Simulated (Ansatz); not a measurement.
Fe under changes of volume

One of the cells (12.019 Å³/atom); the others are scaled copies at fixed shape and fractional positions:

```
Fe
1.0
    -1.44300    1.44300    1.44300
     1.44300   -1.44300    1.44300
     1.44300    1.44300   -1.44300
Fe
1
Direct
  0.00000 0.00000 0.00000
```

- Program: Ansatz 0.2.0
- Functional: PBE
- Potentials or basis: PseudoDojo stringent (PBE files)
- Cutoff: 1605 eV
- Density cutoff: 6422 eV
- k mesh: 13 × 13 × 13
- Occupations: fermi-dirac, width 0.05 eV
- Spin: collinear spin, ferromagnetic start
- Starting moments: [3.0] μB

```tsv
volume (Å³/atom)	energy over the lowest point (meV/atom)	pressure (GPa)	moment (μB per cell)
11.298	0.00	0.7	2.16
11.538	2.09	-2.9	2.21
11.778	8.54	-5.5	2.28
12.019	?	?	?
12.259	31.76	-9.0	2.45
12.499	45.19	-9.7	2.56
12.740	60.50	-11.4	2.61
```

Question: What does the run at 12.019 Å³/atom give?

Answer: Energy over the lowest point 18.59 meV/atom; pressure -7.8 GPa; moment 2.35 μB per cell.

Worked out: A Birch-Murnaghan fit of order 3 (a polynomial in V^(-2/3)) to the other rows has its minimum at 11.33 Å³/atom with B0 = V·E''(V) = 187 GPa (rough, since the energies scatter). It gives 18.90 meV/atom at 12.019 Å³/atom, against the run's 18.59, and -dE/dV = -7.7 GPa, against -7.8. A parabola through the other rows of the moment, of slope 0.33 μB per Å³/atom there, gives 2.37 μB, against the run's 2.35.

Energies are extrapolated to zero smearing.
